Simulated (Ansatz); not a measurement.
# Ga (C2/c) in Ansatz: reference runs

Aim: a first look at Ga with PBE, on the cell as given and on a disturbed one.

Everything below comes from runs of Ansatz 0.2.0. Logs are shortened: lines on timing, memory, paths and dates and some standing lists are left out, and cuts for length are marked.

## 1. The structure

It takes space group C2/c (No. 15, monoclinic). Conventional cell: a = 2.766 Å, b = 8.053 Å, c = 3.332 Å, α = 90.00°, β = 92.02°, γ = 90.00°. Ga (site symmetry 2) is surrounded by 8 Ga at 2.69 to 2.92 Å.

This isn't the form of Ga at room conditions, which is orthorhombic.

## 2. Single point, PBE

input.yaml

```yaml
crystal:
  lattice:
    - [1.383, -4.0265, 0.0]
    - [1.383, 4.0265, 0.0]
    - [-0.1174474948, 0.0, 3.3299294416]
  atoms:
    - { symbol: Ga, position: [0.131, 0.869, 0.75] }
    - { symbol: Ga, position: [0.869, 0.131, 0.25] }
kpoints:
  mp_grid: { grid: [10, 10, 8] }
scf:
  occupations: { method: fermi_dirac, width: 0.05 }
hamiltonian:
  xc: pbe
  pseudopotentials: { kind: all_electron, lapw: { basis_error: 0.001 } }
output:
  forces: true
  stress: true
  eigenvalues: true
  populations: true
```

Potentials or basis: all-electron LAPW, scalar-relativistic.

Started as:

```bash
$ ansatz run input.yaml --threads 1 --pin off --max-ram 3072MiB --backend cpu --events-out ev --progress --plain --runs-dir out
```

What it wrote:

```text
Warning: RAYON_NUM_THREADS=1 ignored (pool sized by the plan → 1); use --threads N
Ga: projections on atomic orbitals take those of the free atom 1s2 2s2 2p6 3s2 3p6 3d10 4s2 4p1, of charge +0.00 (hamiltonian.pseudopotentials.projection_atoms)
LAPW: plane waves up to 8.193 Å⁻¹, error target 1.0e-3 eV per atom; small_component_spin mean_spin; Ga in spheres of 1.344 Å, 21 of its electrons in bands, Dirac shells [] (how accurate: hamiltonian.pseudopotentials.lapw.basis_error, Limitations)
Engine: ansatz 0.2.0, aarch64-unknown-linux-gnu
Pseudopotentials: kind: all_electron
Pseudopotential: Ga, LAPW, valence charge 21, lapw/all_electron/scalar/gaussian/Ga, Koelling and Harmon's equation, gaussian nucleus
Functional definition: PBE
  parameter kappa = 0.804
  parameter beta = 0.06672455060314922
  exchange = pbe_x(kappa = kappa, mu = beta*pi^2/3)
  correlation = pbe_c(beta = beta)
Crystal: 2 atoms, lattice volume = 37.086 Å³
Basis set: ecut = 255.72769592217438 eV, 357 PW (Γ), FFT grids on a1+a2, a2, a3, exchange–correlation at level 2
Bands: 26, of which v1, the nominal top of the filled ones, is band 21 counted from 1 (20 counted from 0)
Symmetry: 4 space group operations
Space group: C2/c (ITA 15), of the structure as read, at distance tolerance 3.3e-5 Å
k-points: 227 of 800
Non-local potential: Ga, projectors of the file, none
Initial density: superposition of atomic densities (chi_scale 0.1, normalization cell)
Initial wavefunctions: plane waves of lowest kinetic energy (no species holds an atomic orbital)
Functional: x = pbe(κ = 0.804, μ = 0.2195149727645171), c = pbe(β = 0.06672455060314922)
iter 1 solved again at ethr=8.30e-5 eV; its pass at ethr=1.00e-1 eV (dr2=3.48e-2 eV) is discarded
SCF iter   1: F=—  HF=-105799.715853 eV  |F-HF|=—  |Δ(HF+E_count)|=         —  Δρ=1.24e-2  dr2=3.49e-2  ethr=8.30e-5  ⟨swp⟩=3.0  Hψ=39744  notcnv=0
preconditioner: auto → Kerker (q_TF=auto, 2.785 Å⁻¹)  [metal: Δε(μ)=0.016 eV  Ē_g=17.648 eV  σ=0.050 eV  W_gap=0.08  n_scr=12 (ndim 8)  ℏωp=31.1 eV  f_vac=0.000  D(μ)=0.70/eV (n_scr^D=2)]
SCF iter   2: F=—  HF=-105799.660543 eV  |F-HF|=—  |Δ(HF+E_count)|=   5.53e-2  Δρ=7.41e-3  dr2=1.44e-2  ethr=8.30e-5  ⟨swp⟩=2.0  Hψ=17706  notcnv=0
SCF iter   3: F=—  HF=-105799.650502 eV  |F-HF|=—  |Δ(HF+E_count)|=   1.00e-2  Δρ=5.52e-3  dr2=8.35e-3  ethr=3.44e-5  ⟨swp⟩=2.0  Hψ=16613  notcnv=0
SCF iter   4: F=—  HF=-105799.649986 eV  |F-HF|=—  |Δ(HF+E_count)|=   5.16e-4  Δρ=3.05e-3  dr2=2.76e-3  ethr=1.99e-5  ⟨swp⟩=2.0  Hψ=16613  notcnv=0
iter 5 solved again at ethr=3.75e-7 eV; its pass at ethr=6.58e-6 eV (dr2=1.58e-4 eV) is discarded
SCF iter   5: F=—  HF=-105799.650284 eV  |F-HF|=—  |Δ(HF+E_count)|=   2.98e-4  Δρ=6.80e-4  dr2=1.58e-4  ethr=3.75e-7  ⟨swp⟩=2.0  Hψ=28688  notcnv=0
SCF iter   6: F=—  HF=-105799.650301 eV  |F-HF|=—  |Δ(HF+E_count)|=   1.73e-5  Δρ=8.68e-5  dr2=3.51e-6  ethr=3.75e-7  ⟨swp⟩=2.0  Hψ=16613  notcnv=0
SCF iter   7: F=—  HF=-105799.650302 eV  |F-HF|=—  |Δ(HF+E_count)|=   6.02e-7  Δρ=1.79e-5  dr2=2.20e-7  ethr=8.36e-9  ⟨swp⟩=2.7  Hψ=16848  notcnv=0
SCF iter   8: F=-105799.650302 eV  HF=-105799.650302 eV  |F-HF|=1.70e-9  |Δ(HF+E_count)|=   2.72e-8  Δρ=6.26e-6  dr2=1.72e-8  ethr=5.23e-10  ⟨swp⟩=3.0  Hψ=17165  notcnv=0
SCF 1 converged in 8 iterations: F = -105799.650302 eV  dr2 = 1.72e-8
SCF converged after 8 iterations
Free energy (F): -105799.650302 eV
Harris-Foulkes:  -105799.650302 eV  (|F-HF|=1.70e-9)
Internal energy: -105799.644554 eV  (E = F + TS)
E sigma→0 (E₀):  -105799.647428 eV
Entropy (-TS):   -0.005748 eV (-2.874 meV/atom)
Fermi energy:    11.986435 eV
--- Per-component energies (eV) ---
  E_band       = -1530.682316
  E_kinetic    = 107881.121279
  E_xc         = -4119.003308
  E_electrostatic = -209561.762525  (all electrons and nuclei)
  E_smearing   = -0.005748  (= −TS)
  E_closure    = 0.000000  (closes the sum)
  E_atoms      = -105793.889118  (free atoms, spherical and without spin; not in F)
  Σ components = -105799.650302   (vs F -105799.650302, Δ=0.00e0)
  Basis errors (estimates in eV, not in F): energy 3.3e-4 per atom: plane waves 2.9e-4 (1.6e-4 summed), levels above the bands 4.2e-62, relativity 5.7e-9, radial functions 3.7e-5, core shells 1.4e-10; eigenvalues (radial functions only) 3.4e-6; not estimated: angular momenta, meshes, grids; target (lapw.basis_error) 1.0e-3; muffin-tin radii Ga 1.344 Å
--- Forces (eV/Å), atoms counted from 1 ---
  atom   1  Ga     0.00000000    -0.20134483     0.00000000
  atom   2  Ga    -0.00000000     0.20134483    -0.00000000
  max |Σ_I F_I| component: 2.78e-17 eV/Å
--- Stress (GPa, compression-positive) ---
        2.361338       0.000000       0.432329
        0.000000       1.911770      -0.000000
        0.432329      -0.000000       0.717917
  P = ⅓ Tr σ = 1.6637 GPa (16.637 kbar)
--- Band table (eV; the first three rows and the last of 227) ---
  k-point 0: bands = ["-131.7922", "-131.7914", "-82.5374", "-82.5328", "-82.5169", "-82.5162", "-82.5157", "-82.5094", "-3.1481", "-3.1388", "-3.1029", "-3.0797", "-2.8041", "-2.8041", "-2.7756", "-2.7717", "-2.7579", "-2.6211", "0.7608", "9.8963", "10.3669", "13.6208", "17.4160", "21.6826", "22.1840", "22.4049"]
  k-point 1: bands = ["-131.7922", "-131.7914", "-82.5373", "-82.5330", "-82.5166", "-82.5162", "-82.5157", "-82.5097", "-3.1586", "-3.1136", "-3.1024", "-3.0562", "-2.8337", "-2.8317", "-2.7627", "-2.7482", "-2.7468", "-2.6461", "0.9757", "9.9708", "10.1478", "12.5050", "19.4928", "20.6742", "20.7571", "21.8697"]
  k-point 2: bands = ["-131.7921", "-131.7915", "-82.5369", "-82.5337", "-82.5161", "-82.5158", "-82.5157", "-82.5105", "-3.1639", "-3.1048", "-3.0559", "-3.0022", "-2.8697", "-2.8667", "-2.7827", "-2.7208", "-2.7178", "-2.7061", "1.6231", "8.2279", "10.8899", "12.2812", "18.1151", "18.3146", "22.3763", "22.9950"]
  k-point 226: bands = ["-131.7918", "-131.7918", "-82.5359", "-82.5359", "-82.5159", "-82.5159", "-82.5126", "-82.5126", "-3.0998", "-3.0998", "-3.0195", "-3.0195", "-2.8226", "-2.8226", "-2.7898", "-2.7898", "-2.7716", "-2.7716", "5.9835", "5.9835", "7.5968", "7.5968", "22.8414", "22.8414", "23.7974", "23.7974"]
--- Löwdin populations: 2 sites ---
  site symbol       q [e]
     0     Ga     30.9868
     1     Ga     30.9868
  spilling = 0.000426 (of n_electrons = 62.000000)
```

Wall time 37 s (1 thread of Arm Neoverse V2, shared host); peak memory 0.58 GiB.

Results:

| Property | Result |
| --- | --- |
| Free energy | -105799.6503 eV |
| Pressure | 1.7 GPa |
| Largest force | 0.201 eV/Å |
| Band gap on the k mesh | none (metal or under the smearing width) |

Forces on the atoms (eV/Å):
```
Ga   0.000 -0.201  0.000
Ga   0.000  0.201  0.000
```

## 3. Single point, PBE (atoms moved at random, drawn with an rms of 0.05 Å)

Changes to input.yaml since step 2:

```diff
@@ -6,4 +6,4 @@
   atoms:
-    - { symbol: Ga, position: [0.131, 0.869, 0.75] }
-    - { symbol: Ga, position: [0.869, 0.131, 0.25] }
+    - { symbol: Ga, position: [0.116991, 0.856835, 0.748342] }
+    - { symbol: Ga, position: [0.866666, 0.132424, 0.236628] }
 kpoints:
```

Potentials or basis: all-electron LAPW, scalar-relativistic.

Started as:

```bash
$ ansatz run input.yaml --threads 1 --pin off --max-ram 3072MiB --backend cpu --events-out ev --progress --plain --runs-dir out
```

Run time: 65 s. Hardware: 1 thread of Arm Neoverse V2, shared host; peak memory 0.89 GiB.

Results (log left out):

| Property | Result |
| --- | --- |
| Free energy | -105799.6501 eV |
| Pressure | 1.7 GPa |
| Largest force | 0.183 eV/Å |
| Band gap on the k mesh | none (metal or under the smearing width) |

Forces on the atoms (eV/Å):
```
Ga   0.004 -0.166 -0.076
Ga  -0.004  0.166  0.076
```

Stress tensor (GPa, compression positive):
```
2.47 0.00 0.44
0.00 1.89 0.13
0.44 0.13 0.68
```

Levels at points of the mesh, in eV from the Fermi level:
```tsv
k point	band 19	band 20	band 21	band 22	band 23	band 24
(0.00, 0.00, 0.00)	-11.23	-2.09	-1.62	1.63	5.42	9.67
(0.00, 0.00, -0.50)	-7.88	-7.69	1.56	1.81	2.43	2.49
(0.00, -0.50, 0.00)	-6.03	-5.07	-1.33	0.01	5.90	6.62
(0.00, -0.50, -0.50)	-2.90	-2.77	-1.61	-1.59	1.67	2.33
(-0.50, 0.00, 0.00)	-6.07	-4.99	-1.38	0.03	5.69	6.60
(-0.50, 0.00, -0.50)	-2.96	-2.79	-1.70	-1.39	1.85	2.27
(-0.50, -0.50, 0.00)	-9.12	-8.58	3.97	4.59	5.83	6.05
(-0.50, -0.50, -0.50)	-6.05	-5.98	-4.41	-4.35	10.69	11.02
```
